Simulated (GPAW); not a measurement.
# Au (Im-3m) in GPAW: single point with PBE

Aim: the single point of Au with PBE.

All numbers are computed with GPAW 26.7.0; they aren't measurements. Logs are shortened: lines on timing, memory, paths and dates and some standing lists are left out, and cuts for length are marked. The log counts tension as positive stress, the text compression.

### Step 1. Starting point

Symmetry: Im-3m, No. 229, cubic system. The conventional cell has a = 3.315 Å, b = 3.315 Å, c = 3.315 Å, α = 90.00°, β = 90.00°, γ = 90.00°. Around Au (site symmetry m-3m) lie 8 Au at 2.87 Å.

This isn't the form of Au at room conditions, which is fcc.

### Step 2. Single point, PBE

Contents of run.py:

```python
from ase import Atoms
from ase.dft.bandgap import bandgap
from ase.io import write
from ase.units import GPa
from gpaw import GPAW, PW

atoms = Atoms(['Au'],
              cell=[[-1.657269, 1.657269, 1.657269],
                    [1.657269, -1.657269, 1.657269],
                    [1.657269, 1.657269, -1.657269]],
              scaled_positions=[[0.0, 0.0, 0.0]],
              pbc=True)

calc = GPAW(mode=PW(500),
            xc='PBE',
            kpts={'size': (9, 9, 9), 'gamma': True},
            occupations={'name': 'fermi-dirac', 'width': 0.05},
            nbands=14,
            maxiter=120,
            txt='gpaw.txt')
atoms.calc = calc
energy = atoms.get_potential_energy()
forces = atoms.get_forces()
stress = atoms.get_stress()
calc.write('gs.gpw')
write('result.traj', atoms)
print(f'Energy: {energy:.6f} eV')
print('Forces (eV/A):')
print(forces.round(4))
print('Stress (GPa):', (stress / GPa).round(3))
print('Fermi level:', round(calc.get_fermi_level(), 4), 'eV')
print(f'Gap: {bandgap(calc)[0]:.4f} eV, direct: {bandgap(calc, direct=True)[0]:.4f} eV')
```

Potentials or basis: GPAW PAW data sets (gpaw-data 1.2.1), pw.

Launch:

```sh
$ OMP_NUM_THREADS=1 python run.py
```

gpaw.txt:

```text
__  _  _
 | _ |_)|_||  |
 |__||  | ||/\| - 26.7.0

Input parameters:
  mode=PW(ecut=500.0),
  kpts=MonkhorstPack(size=(9, 9, 9), gamma=True),
  maxiter=120,
  nbands=14,
  occupations=Occupations(name='fermi-dirac', width=0.05),
  xc=XC(name='PBE')

Diagonalizing LCAO Hamiltonian
Converting LCAO to pw mode

       Au

Atoms  # Å, Bohr magnetons
|   | symbol |        x |        y |        z |    initial magnetic moments |
|---|--------|----------|----------|----------|-----------------------------|
| 0 |     Au | 0.000000 | 0.000000 | 0.000000 | ( 0.0000,  0.0000,  0.0000) |

Unit cell  # Å
| periodic |         x |         y |         z |  lengths |     angles |
|----------|-----------|-----------|-----------|----------|------------|
|      yes | -1.657269 |  1.657269 |  1.657269 | 2.870474 | 109.471221 |
|      yes |  1.657269 | -1.657269 |  1.657269 | 2.870474 | 109.471221 |
|      yes |  1.657269 |  1.657269 | -1.657269 | 2.870474 | 109.471221 |

Number of symmetries: 48
Symmetry operations  # r_c * U_cc + t_c -> r_c
|    | kind |            matrix            |
|----|------|------------------------------|
|  0 |  σ   |  1, 1, 1,  0, 0,-1,  0,-1, 0 |
|  1 |  C4  |  1, 1, 1,  0, 0,-1, -1, 0, 0 |
|  2 |  C2  |  1, 1, 1,  0,-1, 0,  0, 0,-1 |
|  3 |  S6  |  1, 1, 1,  0,-1, 0, -1, 0, 0 |
|  4 |  S6  |  1, 1, 1, -1, 0, 0,  0, 0,-1 |
|  5 |  C4  |  1, 1, 1, -1, 0, 0,  0,-1, 0 |
|  6 |  E   |  1, 0, 0,  0, 1, 0,  0, 0, 1 |
|  7 |  σ   |  1, 0, 0,  0, 1, 0, -1,-1,-1 |
|  8 |  σ   |  1, 0, 0,  0, 0, 1,  0, 1, 0 |
|  9 |  C3  |  1, 0, 0,  0, 0, 1, -1,-1,-1 |
| 10 |  C3  |  1, 0, 0, -1,-1,-1,  0, 1, 0 |
| 11 |  σ   |  1, 0, 0, -1,-1,-1,  0, 0, 1 |
| 12 |  σ   |  0, 1, 0,  1, 0, 0,  0, 0, 1 |
| 13 |  C2  |  0, 1, 0,  1, 0, 0, -1,-1,-1 |
| 14 |  C3  |  0, 1, 0,  0, 0, 1,  1, 0, 0 |
| 15 |  S4  |  0, 1, 0,  0, 0, 1, -1,-1,-1 |
| 16 |  S4  |  0, 1, 0, -1,-1,-1,  1, 0, 0 |
| 17 |  C3  |  0, 1, 0, -1,-1,-1,  0, 0, 1 |
| 18 |  C3  |  0, 0, 1,  1, 0, 0,  0, 1, 0 |
| 19 |  S4  |  0, 0, 1,  1, 0, 0, -1,-1,-1 |
| 20 |  σ   |  0, 0, 1,  0, 1, 0,  1, 0, 0 |
| 21 |  C3  |  0, 0, 1,  0, 1, 0, -1,-1,-1 |
| 22 |  C2  |  0, 0, 1, -1,-1,-1,  1, 0, 0 |
| 23 |  S4  |  0, 0, 1, -1,-1,-1,  0, 1, 0 |
| 24 |  C4  |  0, 0,-1,  1, 1, 1,  0,-1, 0 |
| 25 |  σ   |  0, 0,-1,  1, 1, 1, -1, 0, 0 |
| 26 |  S6  |  0, 0,-1,  0,-1, 0,  1, 1, 1 |
| 27 |  C2  |  0, 0,-1,  0,-1, 0, -1, 0, 0 |
| 28 |  C4  |  0, 0,-1, -1, 0, 0,  1, 1, 1 |
| 29 |  S6  |  0, 0,-1, -1, 0, 0,  0,-1, 0 |
| 30 |  S6  |  0,-1, 0,  1, 1, 1,  0, 0,-1 |
| 31 |  C4  |  0,-1, 0,  1, 1, 1, -1, 0, 0 |
| 32 |  C4  |  0,-1, 0,  0, 0,-1,  1, 1, 1 |
| 33 |  S6  |  0,-1, 0,  0, 0,-1, -1, 0, 0 |
| 34 |  σ   |  0,-1, 0, -1, 0, 0,  1, 1, 1 |
| 35 |  C2  |  0,-1, 0, -1, 0, 0,  0, 0,-1 |
| 36 |  C2  | -1, 0, 0,  1, 1, 1,  0, 0,-1 |
| 37 |  S6  | -1, 0, 0,  1, 1, 1,  0,-1, 0 |
| 38 |  S6  | -1, 0, 0,  0, 0,-1,  1, 1, 1 |
| 39 |  C2  | -1, 0, 0,  0, 0,-1,  0,-1, 0 |
| 40 |  C2  | -1, 0, 0,  0,-1, 0,  1, 1, 1 |
| 41 |  i   | -1, 0, 0,  0,-1, 0,  0, 0,-1 |
| 42 |  S4  | -1,-1,-1,  1, 0, 0,  0, 1, 0 |
| 43 |  C3  | -1,-1,-1,  1, 0, 0,  0, 0, 1 |
| 44 |  C3  | -1,-1,-1,  0, 1, 0,  1, 0, 0 |
| 45 |  σ   | -1,-1,-1,  0, 1, 0,  0, 0, 1 |
| 46 |  S4  | -1,-1,-1,  0, 0, 1,  1, 0, 0 |
| 47 |  C2  | -1,-1,-1,  0, 0, 1,  0, 1, 0 |

BZ-sampling:
  Number of BZ points: 729
  Number of IBZ points: 35

  Monkhorst-Pack size: [9, 9, 9]
  Monkhorst-Pack shift: [0, 0, 0]

K-points  # in reciprocal-cell coordinates
|     |                                coordinates |     weight |
|-----|--------------------------------------------|------------|
|   0 | (  0.00000000,   0.00000000,   0.00000000) | 0.00137174 |
|   1 | (  0.11111111,   0.00000000,   0.00000000) | 0.01646091 |
|   2 | (  0.11111111,   0.11111111,  -0.11111111) | 0.00823045 |
|   3 | (  0.22222222,   0.00000000,  -0.11111111) | 0.03292181 |
|   4 | (  0.22222222,   0.00000000,   0.00000000) | 0.01646091 |
|   5 | (  0.22222222,   0.11111111,  -0.11111111) | 0.03292181 |
|   6 | (  0.22222222,   0.22222222,  -0.22222222) | 0.00823045 |
|   7 | (  0.33333333,  -0.11111111,  -0.11111111) | 0.01097394 |
|   8 | (  0.33333333,   0.00000000,  -0.11111111) | 0.06584362 |
|   9 | (  0.33333333,   0.00000000,   0.00000000) | 0.01646091 |
| ... |                                            |            |
|  34 | (  0.44444444,   0.44444444,   0.44444444) | 0.01097394 |

Plane wave coefficients: 473
Cutoff: 500.0 eV

Spin-components: 1 (collinear spins)
Bands:           14
Projectors:      6
Spin-degeneracy: 2
Datatype:        complex128

Parallelization:
  kpt:    1
  domain: 1
  band:   1

Density:
  Valence electrons: 11.0
  Components: 1
  Grid points: [15 15 15]
  Charge: 0.0  # |e|

Potential:
  Grid points: [15 15 15]

species:
  Au:
    name:    Gold
    Z:       79.0
    valence: 11
    core:    68
    charge:  0.0  # [|e|]
    compensation charges:
      type: gauss
      rc: 0.42  # [Å]
      lmax: 2
    cutoffs:
      filter: 2.33  # [Å]
      core: 2.81  # [Å]
    projectors
    | kind |    occ | energy [eV] | rcut [Å] |
    |------|--------|-------------|----------|
    |   6s |  1.000 |      -5.728 |    1.323 |
    |   6p |  0.000 |      -0.775 |    1.323 |
    |   5d | 10.000 |      -6.891 |    1.323 |
    |    s |        |      21.484 |    1.323 |
    |    p |        |      26.436 |    1.323 |
    |    d |        |      20.321 |    1.323 |

    Using partial waves for Au as LCAO basis

Reference energy: -516598.271109  # eV

eigensolver:
  PPCG
  Converge bands: occupied
  niter=2

density mixing:
  MSR1-Mixer
  Pratt-step length: 0.05
  Maximum mixing coefficient: 0.75
  Old densities: 10
  SVD Regularization: 0.005
  Good broyden scale: 1.0
  Trust region scale: 1.0
  Backstep threshold: 4.0
  History deletion threshold: 6.0
  Fourier metric: weight=20.0, sigma=0.015

occupation numbers:
  Fermi-Dirac:
    width: 0.0500  # eV

poisson solver:
  ecut: 4000.0  # eV

xc functional:
  name: PBE with 2 nearest neighbor stencil

convergence criteria:
- Maximum [total energy] change in last 3 cyles: 0.0005 eV / valence electron
- Maximum integral of absolute [dens]ity change: 0.0001 electrons / valence electron
- Maximum integral of absolute [eigenst]ate change: 4e-08 eV^2 / valence electron
maximum number of iterations: 120

SCF iterations
|iter     | |      energy | eigst |  dens |
|---------|-|-------------|-------|-------|
|iter:   1| |   -3.411619 | -0.48 |       |
|iter:   2| |   -3.351892 | -2.84 | -1.10 |
|iter:   3| |   -3.136944 | -2.23 | -1.15 |
|iter:   4| |   -3.134992 | -4.53 | -2.07 |
|iter:   5| |   -3.134399c| -4.50 | -2.36 |
|iter:   6| |   -3.134397c| -6.73 | -3.82 |
|iter:   7| |   -3.134396c| -7.55c| -4.12c|

Converged in 7 steps
Energy contributions relative to reference atoms: (reference = -516598.271109)

Energy contributions:
  Kinetic:          -9.239488
  Coulomb:           7.455307
  Zero:              0.138181
  External:          0.000000
  Xc:               -1.485813
  Entropy:          -0.005166
  Spinorbit:         0.000000
  ----------------------------
  Free energy:      -3.136979
  Extrapolated:     -3.134396

dipole moment: (-5.653468, -5.653468, -5.653468)  # |e|*Ang

Fermi level: 8.738
Eigenvalues  # (at kpt = [0.000, 0.000, 0.000])
| band index |      eig [eV] | occ [0-2] |
|------------|---------------|-----------|
|          0 |        -0.284 |     2.000 |
|          1 |         4.363 |     2.000 |
|          2 |         4.363 |     2.000 |
|          3 |         4.363 |     2.000 |
|          4 |         6.088 |     2.000 |
|          5 |         6.088 |     2.000 |
|          6 |        26.503 |     0.000 |
|          7 |        26.503 |     0.000 |
|          8 |        26.503 |     0.000 |
|          9 |        32.290 |     0.000 |
|         10 |        32.290 |     0.000 |
|         11 |        32.290 |     0.000 |
|         12 |        33.221 |     0.000 |
|         13 |        33.221 |     0.000 |

No gap
No difference between direct/indirect transitions

Forces  # eV/Ang
|        x |        y |        z |
|----------|----------|----------|
| -0.00000 | -0.00000 | -0.00000 |  # Au   0

Stress tensor  # eV/Ang^3
|         x |         y |         z |
|-----------|-----------|-----------|
| -0.004020 |  0.000000 |  0.000000 |
|  0.000000 | -0.004020 |  0.000000 |
|  0.000000 |  0.000000 | -0.004020 |

# Writing to gs.gpw (mode='')
```

It took 3.5 s on 1 thread of Arm Neoverse V2, shared host; peak memory 0.14 GiB.

Results:

| Item | Value |
| --- | --- |
| Free energy | -3.1370 eV |
| Pressure | 0.6 GPa |
| Band gap on the k mesh | none (metal or under the smearing width) |

Caveat: with this Au data set, volumes or pressures lay over 1.5 % or 2 GPa off other programs in two to four cells of ten; the cutoff is short for stress and forces, so pressures can be off by a GPa or more. Spin-orbit coupling is left out, which matters for the levels of Au.
